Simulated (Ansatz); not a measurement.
# Bi (R-3m) in Ansatz: a series of runs, part 2 of 2

Ansatz 0.2.0. The steps go on from the part before.

## (4) Single point, revPBE, non-collinear spin, antiferromagnetic start, spin-orbit coupling (volume scaled by 1.04)

input.yaml

```yaml
crystal:
  lattice:
    - [2.2973389482, 1.3263692602, 3.9898217322]
    - [-2.2973389482, 1.3263692602, 3.9898217322]
    - [0.0, -2.6527385203, 3.9898217322]
  atoms:
    - { symbol: Bi, position: [0.766, 0.766, 0.766], spin: 0.5, spin_axis: [0.0, 0.0, 0.5] }
    - { symbol: Bi, position: [0.234, 0.234, 0.234], spin: 0.5, spin_axis: [0.0, 0.0, -0.5] }
hamiltonian:
  xc: revpbe
  pseudopotentials: { kind: paw_fr }
magnetization:
  noncollinear: true
  spin_orbit: true
kpoints:
  mp_grid: { grid: [7, 7, 7] }
scf:
  occupations: { method: tetrahedron }
output:
  forces: true
  stress: true
```

Potentials or basis: Ansatz PAW.

Run with:

```bash
$ ansatz run input.yaml --threads 1 --pin off --max-ram 2560MiB --backend cpu --events-out ev --progress --plain --runs-dir out
```

The program printed:

```text
Warning: output.forces, output.stress, relax.cell or npt_langevin: where a Kohn–Sham band that disperses or a degenerate level is filled in part under the method tetrahedron, the forces or the stress that this run publishes need not agree with its energy (scf.occupations.method in the input reference, under Limitations); prefer a smearing scheme for the forces or the stress
Warning: output.stress: scf.convergence.dr2_threshold = 1e-7 eV (the SCF's general default) is looser than the 2e-10 eV advised for a printed stress (1e-10 eV for each atom of the cell: 2). What an SCF threshold leaves in a stress goes as its square root, and in the free energy as the threshold itself, and one threshold admits the most on a small cell: of the crystals measured, under no hybrid functional and no lock of the moments, on runs that ended without the residual-converged pass, on stresses that held no estimate of that error, the worst erred by over 100 MPa in a component at 1e-7 eV an atom and by under 5 at 1e-10. Set scf.convergence.dr2_threshold to 2e-10 eV or tighter. The threshold is an SCF's pass mark: one that does not reach it within its budget of iterations ends unconverged, or closes short of it on a stop that the run arms, and scf.convergence.dr2_threshold's page says what that costs each kind of run
Warning: RAYON_NUM_THREADS=1 ignored (pool sized by the plan → 1); use --threads N
Engine: ansatz 0.2.0, x86_64-unknown-linux-gnu
Pseudopotentials: kind: paw_fr
Pseudopotential: Bi, paw_fr, valence charge 15, recommended cutoff 420 eV (normal), Bi.paw.azcp#standard-fr
Functional definition: revPBE
  parameter kappa = 1.245
  parameter beta = 0.06672455060314922
  exchange = pbe_x(kappa = kappa, mu = beta*pi^2/3)
  correlation = pbe_c(beta = beta)
Crystal: 2 atoms, lattice volume = 72.945 Å³
Basis set: ecut = 420 eV, 1417 PW (Γ), exchange–correlation on 72×72×72 points (8 copies of the dense FFT grid, shifted against one another)
Bands: 38, of which v1, the nominal top of the filled ones, is band 30 counted from 1 (29 counted from 0)
Symmetry: 6 space group operations + 6 with time reversal
Magnetic group: BNS 166.100 (UNI 1330), of the structure as read, at distance tolerance 4.2e-5 Å
k-points: 63 of 343
Projection manifold: j_resolved (fully-relativistic pseudo-atomic orbitals)
Non-local potential: Bi, projectors of the file, l = 0: 2, l = 1: 4, l = 2: 4, l = 3: 4
PAW form: soft (Blöchl's): semilocal exchange-correlation on the pseudo side does not see the compensation charge
PAW frozen core: Bi, regenerated for the run's functional, and the local potential with it (the file was generated under x = pbe(κ = 0.804, μ = 0.2195149727645171), c = pbe(β = 0.06672455060314922))
PAW one-centre angular grid: Bi, 590 points (default); XC on 96 Gauss nodes
Initial density: superposition of atomic densities (chi_scale 0.1, normalization cell)
Starting moments: Σ|m| = 1 μB on 2 of 2 sites
Initial wavefunctions: pseudopotential atomic-orbital guess
Functional: x = revpbe(κ = 1.245, μ = 0.2195149727645171), c = pbe(β = 0.06672455060314922)
iter 1 solved again at ethr=2.23e-4 eV; its pass at ethr=3.10e-3 eV (dr2=6.69e-2 eV) is discarded
SCF iter   1: F=—  HF=-24898.882543 eV  |F-HF|=—  |Δ(HF+E_count)|=         —  Δρ=3.32e-2  dr2=6.68e-2  dr2_m=1.85e-1  ethr=2.23e-4  |M|=1.48e-17 ∫|m|=1.38e-1 μB  |m|>n=0.0e0 m-floor=0.0e0 τ_xc=5.7e-14 mc-row=0.0e0 uncertified=3  β_m=0.30  ⟨swp⟩=2.4  Hψ=15698  notcnv=0
preconditioner: auto → none  [insulator: Δε(μ)=0.040 eV  Ē_g=8.838 eV  n_scr=14 (ndim 8)  ℏωp=13.7 eV  f_vac=0.000  ε∞_Penn≈3.4]
SCF iter   2: F=—  HF=-24898.908062 eV  |F-HF|=—  |Δ(HF+E_count)|=   2.55e-2  Δρ=2.36e-2  dr2=2.99e-2  dr2_m=9.27e-2  ethr=2.23e-4  |M|=2.69e-17 ∫|m|=1.15e-1 μB  |m|>n=0.0e0 m-floor=0.0e0 τ_xc=3.9e-5 mc-row=0.0e0  β_m=0.30  ⟨swp⟩=2.0  Hψ=2806  notcnv=0
[... 18 lines left out ...]
SCF 1 converged in 14 iterations: F = -24898.938985 eV  dr2 = 2.99e-11
SCF converged after 14 iterations
Stability not checked: this state was not tested for a lower state beside it, because cold or Methfessel-Paxton smearing, or corrected tetrahedra, fill the levels in a way that the test cannot read (fill_not_monotonic; see scf.lower_state_search)
Magnetization: |M| = 0.0000 μB,  M = (-0.0000, +0.0000, -0.0000) μB
Absolute magnetization: 0.0000 μB (∫|m|, with the PAW one-centre terms)
  site 0: m = (-0.0000, +0.0000, +0.0000) μB, |m| = 0.0000 μB  (R = 1.28 Å)
  site 1: m = (+0.0000, -0.0000, -0.0000) μB, |m| = 0.0000 μB  (R = 1.28 Å)
Free energy (F): -24898.938985 eV
Harris-Foulkes:  -24898.938985 eV  (|F-HF|=7.28e-12)
Internal energy: -24898.938985 eV  (E = F + TS)
E sigma→0 (E₀):  -24898.938985 eV
Fermi energy:    9.305283 eV
--- Per-component energies (eV) ---
  E_band       = -225.383513
  E_kinetic    = 607.571070
  E_local      = -3174.491452  (includes V_loc(G=0)·N_el)
  E_nonlocal   = 1120.741204
  E_hartree    = 1041.881642
  E_xc         = -303.458955
  E_vxc        = -288.524077  (∫ρ·V_xc dr)
  E_paw        = -21434.010597  (= ΣΔE_a)
  E_vpaw       = -574.442496  (= ΣTr[D̂ρ^β])
  E_aug_tail   = -0.000730  (compensation charges beyond the density's cutoff)
  E_ewald      = -2757.247542
  E_core_change = 0.076375  (= ΣΔE_core)
  E_smearing   = -0.000000  (= −TS)
  E_closure    = -0.000000  (closes the sum)
  Σ components = -24898.938985   (vs F -24898.938985, Δ=0.00e0)
--- Forces (eV/Å), atoms counted from 1 ---
  atom   1  Bi     0.00000000    -0.00000000    -0.00276719
  atom   2  Bi     0.00000000     0.00000000     0.00276719
  max |Σ_I F_I| component: 9.25e-18 eV/Å
--- Stress (GPa, compression-positive) ---
        2.252433       0.000000       0.000000
        0.000000       2.252433      -0.000000
        0.000000      -0.000000       2.127046
  P = ⅓ Tr σ = 2.2106 GPa (22.106 kbar)
--- Band table (eV; the first three rows and the last of 63) ---
  k-point 0: bands = ["-14.9770", "-14.9770", "-14.9662", "-14.9662", "-14.9113", "-14.9113", "-14.9071", "-14.9071", "-12.0623", "-12.0623", "-12.0428", "-12.0428", "-12.0426", "-12.0426", "-11.8487", "-11.8487", "-11.8460", "-11.8460", "-11.8381", "-11.8381", "-3.4467", "-3.4467", "1.8810", "1.8810", "6.4478", "6.4478", "8.6298", "8.6298", "8.8213", "8.8213", "10.1842", "10.1842", "12.5702", "12.5702", "12.9091", "12.9091", "14.9218", "14.9218"]
  k-point 1: bands = ["-14.9736", "-14.9736", "-14.9636", "-14.9636", "-14.9122", "-14.9122", "-14.9083", "-14.9083", "-12.0551", "-12.0551", "-12.0479", "-12.0479", "-12.0211", "-12.0211", "-11.8704", "-11.8704", "-11.8484", "-11.8484", "-11.8417", "-11.8417", "-3.2642", "-3.2642", "1.4733", "1.4733", "6.5524", "6.5524", "8.5694", "8.5694", "8.7437", "8.7437", "9.9873", "9.9873", "12.0011", "12.0011", "12.3119", "12.3119", "14.4223", "14.4223"]
  k-point 2: bands = ["-14.9660", "-14.9660", "-14.9562", "-14.9562", "-14.9157", "-14.9157", "-14.9107", "-14.9107", "-12.0417", "-12.0417", "-12.0298", "-12.0298", "-11.9886", "-11.9886", "-11.9053", "-11.9053", "-11.8740", "-11.8740", "-11.8541", "-11.8541", "-2.7305", "-2.7305", "0.4863", "0.4863", "6.8062", "6.8062", "8.1731", "8.1731", "8.8656", "8.8656", "9.5679", "9.5679", "10.9115", "10.9115", "11.3884", "11.3884", "14.8032", "14.8032"]
  k-point 62: bands = ["-14.9644", "-14.9644", "-14.9488", "-14.9488", "-14.9169", "-14.9169", "-14.9148", "-14.9148", "-12.0347", "-12.0347", "-12.0105", "-12.0105", "-11.9859", "-11.9859", "-11.9064", "-11.9064", "-11.8863", "-11.8863", "-11.8738", "-11.8738", "-2.1519", "-2.1519", "-0.3792", "-0.3792", "6.3662", "6.3662", "7.4645", "7.4645", "8.7046", "8.7046", "10.0365", "10.0365", "11.0180", "11.0180", "12.2951", "12.2951", "15.7459", "15.7459"]
```

Run time: 44 s. Hardware: 1 thread of Intel Xeon 6975P-C (Granite Rapids), shared host; peak memory 0.7 GiB.

What came out:

* Free energy: -24898.9390 eV
* Pressure: 2.2 GPa
* Band gap on the k mesh: 0.03 eV, indirect (least direct gap 0.24 eV)
* Net moment: 0.00 μB per cell
* Absolute moment: 0.00 μB per cell

Forces on the atoms (eV/Å):
```
Bi   0.000  0.000 -0.003
Bi   0.000  0.000  0.003
```

Moments on the atoms (μB; x, y, z):
```
Bi  0.00 0.00 0.00
Bi  0.00 0.00 0.00
```

Caveat: odd divisions of the mesh miss points on the zone boundary, where band edges often lie, so the gap on the mesh can be too wide; the PAW data sets come from PBE, with cores solved anew for the run's functional, which leaves a small shift of forces and pressure; with tetrahedron occupations forces and stress needn't match the slope of the energy; the starting moments weren't kept; the thresholds are loose for stress.

## (5) Overview

```csv
task,level,spin,cell,smearing,other keys,gap on the mesh (eV),pressure (GPa)
relaxation of the atoms,BPBE,"SOC, no magnetisation","atoms relaxed from: atoms moved at random, drawn with an rms of 0.05 Å",fermi-dirac 0.1 eV,-,-,2.5
electron localisation function,PBE+D3(BJ),"SOC, no magnetisation",as given,gaussian 0.05 eV,scf.lower_state_search = off,0.04,1.0
single point,revPBE,"non-collinear, antiferromagnetic start, SOC",volume scaled by 1.04,tetrahedron,-,0.03,2.2
```

Alike in all rows: potentials or basis Ansatz PAW; k mesh 7 × 7 × 7; cutoff (eV) 420.

Caveats: the PAW data sets come from PBE, with cores solved anew for the run's functional, which leaves a small shift of forces and pressure (some runs); the thresholds are loose for stress (some runs); odd divisions of the mesh miss points on the zone boundary, where band edges often lie, so the gap on the mesh can be too wide (some runs); with tetrahedron occupations forces and stress needn't match the slope of the energy (some runs); the starting moments weren't kept (some runs).

Total energies depend on the potentials used, so only differences within one code and one set of settings carry meaning.
